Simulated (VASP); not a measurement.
A run of VASP 6.6.1:

Contents of INCAR:

```
PREC     = Accurate       # precision mode
ENCUT    = 520            # plane-wave cutoff, eV
EDIFF    = 1E-6           # SCF threshold, eV
ISMEAR   = -1             # smearing method
SIGMA    = 0.1            # smearing width, eV
LREAL    = False          # projectors in reciprocal space
LASPH    = True           # aspherical terms in the spheres
NELM     = 60             # most SCF steps
ALGO     = Normal         # electronic algorithm
ISIF     = 2              # what is computed and relaxed
LWAVE    = False          # write WAVECAR
LCHARG   = False          # write CHGCAR
GGA      = PS             # functional
NBANDS   = 13             # bands
```

KPOINTS

```
regular mesh
0
Gamma
  11 11 8
```

Contents of POSCAR:

```
Te
1.0
    3.8084499179      0.0000000000      0.0000000000
   -1.9042249589      3.2982143779      0.0000000000
    0.0000000000      0.0000000000      4.3020553216
Te
2
Direct
    0.3333333333      0.6666666667      0.2500000000
    0.6666666667      0.3333333333      0.7500000000
```

Potentials or basis: VASP PAW PBE potentials, release 64 (Te).

Launch:

```console
$ cat potpaw_PBE.64/Te/POTCAR > POTCAR
$ mpirun -np 1 vasp_std > vasp.out
```

Hardware: 1 thread of Intel(R) Xeon(R) Platinum 8559C (Emerald Rapids) (shared host).

Q: How long does it take, and how much memory?

A: Wall time 17 s on 1 thread of Intel(R) Xeon(R) Platinum 8559C (Emerald Rapids), on a shared host, peak memory 0.19 GiB. Counts: scf iterations 9, k points 80.
